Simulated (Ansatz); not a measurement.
**Two structures of W: comparison of enthalpies under pressure in Python**

At what pressure does W change structure? The task is a comparison of enthalpies under pressure, for two structures of W.

All numbers are computed with the Python package of Ansatz 0.2.0. Level of theory: DFT PBE, plane waves, PAW.

## Step 1: The system

W Pm-3m: It takes space group Pm-3m (No. 221, cubic). The conventional cell has a = 2.590 Å, b = 2.590 Å, c = 2.590 Å, α = 90.00°, β = 90.00°, γ = 90.00°. W (site symmetry m-3m) is surrounded by 6 W at 2.59 Å.

W Fd-3m: Symmetry: Fd-3m, No. 227, cubic system. Conventional cell: a = 5.480 Å, b = 5.480 Å, c = 5.480 Å, α = 90.00°, β = 90.00°, γ = 90.00°. W (site symmetry -43m) has 4 W at 2.37 Å as nearest neighbours.

The script holds or builds the structure itself.

## Step 2: The script

File transition_w.py:

```python
'''Pressure at which two phases of W cross.'''

import ansatz
import numpy as np
from tabulate import tabulate


def sc(a_site, a):
    return (
        ansatz.Lattice.cubic(a)
        .space_group(221)
        .atom(a_site, (0, 0, 0))
    )


def diamond(A, a):
    return ansatz.Crystal.diamond(A, a=a)


def run_phase(name, crystal, pressure=0.0):
    calc = (
        crystal.calculation()
        .basis(450)
        .functional('pbe')
        .kpoints(spacing=0.14)
        .occupations('gaussian', width=0.1)
    )
    calc = calc.relax(force_tolerance=0.01, max_steps=40, cell=True, pressure=pressure)
    return calc.run(threads=1)


def volume_per_atom(outcome):
    return abs(np.linalg.det(outcome.lattice.cell_ang)) / len(outcome.lattice.sites)


def main() -> None:
    phases = {}
    phases['sc'] = sc('W', 2.59)
    phases['diamond'] = diamond('W', 5.48)

    # H = E + PV, with 1 eV per cubic angstrom equal to 160.2 GPa
    pressures = [0, 10, 20, 30]
    enthalpy, volume = {name: [] for name in phases}, {name: [] for name in phases}
    for p in pressures:
        for name, crystal in phases.items():
            o = run_phase(name, crystal, pressure=p)
            volume[name].append(volume_per_atom(o))
            enthalpy[name].append(o.report['energy_sigma0_ev'] / len(o.lattice.sites) + p * volume[name][-1] / 160.21766)
    gap = np.array(enthalpy['diamond']) - np.array(enthalpy['sc'])
    rows = [(p, va, vb, 1000 * d) for p, va, vb, d in zip(pressures, volume['sc'], volume['diamond'], gap)]
    print(tabulate(rows, headers=['P (GPa)', 'V sc (A^3/atom)', 'V diamond (A^3/atom)', 'H(diamond) - H(sc) (meV/atom)'], floatfmt='.4f', tablefmt='rst'))
    crossings = [p0 - g0 * (p1 - p0) / (g1 - g0) for p0, p1, g0, g1 in zip(pressures, pressures[1:], gap, gap[1:]) if g0 * g1 < 0]
    print('crossing near', [round(float(p), 1) for p in crossings], 'GPa') if crossings else print('no crossing in this range')


if __name__ == '__main__':
    main()
```

## Step 3: Running it

Started as:

```sh
> python transition_w.py
```

Output:

```text
=========  =================  ======================  ===============================
  P (GPa)    V sc (A^3/atom)    V diamond (A^3/atom)    H(diamond) - H(sc) (meV/atom)
=========  =================  ======================  ===============================
        0            18.4050                 24.7602                        1198.3776
       10            17.6125                 23.0140                        1562.2175
       20            16.9576                 21.7334                        1878.4667
       30            16.4043                 20.7115                        2161.1736
=========  =================  ======================  ===============================
no crossing in this range
```

It took 2.2 min on 1 thread of Arm Neoverse V1, shared host; peak memory 0.52 GiB.

## Step 4: Run by run

From the records of these 8 runs:

| run | system | space group at the end | pressure asked (GPa) | energy from run 1 (meV/atom) | final volume (Å³/atom) | pressure (GPa) | SCF cycles in all | CPU time (s) |
| --- | --- | --- | --- | --- | --- | --- | --- | --- |
| 1 | W (1 atom) | Pm-3m | 0 | 0.00 | 18.41 | 0.01 | 27 | 12 |
| 2 | W (2 atoms) | Fd-3m | 0 | 1198.38 | 24.76 | 0.00 | 36 | 24 |
| 3 | W (1 atom) | Pm-3m | 10 | 24.08 | 17.61 | 10.00 | 22 | 10 |
| 4 | W (2 atoms) | Fd-3m | 10 | 1249.16 | 23.01 | 10.04 | 30 | 21 |
| 5 | W (1 atom) | Pm-3m | 20 | 84.79 | 16.96 | 20.01 | 22 | 11 |
| 6 | W (2 atoms) | Fd-3m | 20 | 1367.09 | 21.73 | 20.00 | 30 | 20 |
| 7 | W (1 atom) | Pm-3m | 30 | 170.45 | 16.40 | 29.99 | 28 | 13 |
| 8 | W (2 atoms) | Fd-3m | 30 | 1525.12 | 20.71 | 30.04 | 27 | 17 |

Energies are extrapolated to zero smearing width, as in the script. 

Enthalpy H = E + pV of the second structure less the first:

| pressure (GPa) | ΔH (meV/atom) |
| --- | --- |
| 0 | 1198.4 |
| 10 | 1562.2 |
| 20 | 1878.5 |
| 30 | 2161.2 |

## Step 5: How the relaxation of run 2 went

Relaxation path:

```csv
step,energy from step 1 (eV/cell),largest force component (eV/Å),pressure (GPa),volume (Å³)
1,0.0000,0.0000,31.60,41.14
2,-0.6748,0.0000,5.50,47.46
3,-0.7069,0.0000,1.18,49.04
4,-0.7086,0.0000,0.07,49.49
5,-0.7086,0.0000,0.00,49.52
6,-0.7107,0.0000,0.00,49.52
```

Step 1 is the start. Step 6 repeats the geometry before it on a plane-wave basis chosen anew for that cell, so its energy need not be comparable with the rows above.

Lengths and angles in the start's conventional setting:

«Before» is this run's own start.

|  | before | after | change |
| --- | --- | --- | --- |
| a (Å) | 5.480 | 5.829 | +6.4 % |
| b (Å) | 5.480 | 5.829 | +6.4 % |
| c (Å) | 5.480 | 5.829 | +6.4 % |
| volume (Å³/atom) | 20.57 | 24.76 | +20.4 % |
| shortest distance (Å) | 2.373 | 2.524 | +6.4 % |
| space group (0.01 Å) | Fd-3m | Fd-3m | same |

Forces and stress were held to the start's 48 operations: a distortion of lower symmetry was not tested.

## Step 6: How the relaxation of run 8 went

The steps of the relaxation:

| step | energy from step 1 (eV/cell) | largest force component (eV/Å) | pressure (GPa) | volume (Å³) |
| --- | --- | --- | --- | --- |
| 1 | 0.0000 | 0.0000 | 31.60 | 41.14 |
| 2 | -0.1085 | 0.0000 | 28.43 | 41.72 |
| 3 | -0.0541 | 0.0000 | 30.04 | 41.42 |
| 4 | -0.0541 | 0.0000 | 30.04 | 41.42 |

Step 1 is the start. Step 4 repeats the geometry before it on a plane-wave basis chosen anew for that cell, so its energy need not be comparable with the rows above. Step 2 was tried and not accepted.

Lengths and angles in the start's conventional setting:

«Before» is this run's own start.

|  | before | after | change |
| --- | --- | --- | --- |
| a (Å) | 5.480 | 5.492 | +0.2 % |
| b (Å) | 5.480 | 5.492 | +0.2 % |
| c (Å) | 5.480 | 5.492 | +0.2 % |
| volume (Å³/atom) | 20.57 | 20.71 | +0.7 % |
| shortest distance (Å) | 2.373 | 2.378 | +0.2 % |
| space group (0.01 Å) | Fd-3m | Fd-3m | same |

The run keeps the 48 symmetry operations of the start, so it could not have lowered the symmetry.

Under a set pressure the enthalpy E + pV is minimised, so E itself may rise.

## Step 7: What came out

| quantity | value |
| --- | --- |
| runs compared | 8 |
| crossing of the enthalpies | none in the range |

What this shows: The first structure (Pm-3m) stays lower over the whole range, and pressure widens its lead. In run 2, the volume grew by 20.4 % over 4 moves, and the space group stayed Fd-3m. In run 8, the volume grew by 0.7 % over 1 move under the 30 GPa asked, and the space group stayed Fd-3m. Reading the output:
- No spin polarisation was allowed.
- At a fixed pressure a relaxation lowers the enthalpy F + PV, while F alone can rise.
- Spin-orbit coupling, which matters for elements this heavy, is left out.
- Only these two structures are compared, at zero temperature and with their symmetry kept; either may be hypothetical, and another phase may be lower than both. Differences under about 40 meV an atom lie within the error of mesh and functional.
- The cells are prototypes set up for this calculation and needn't exist.
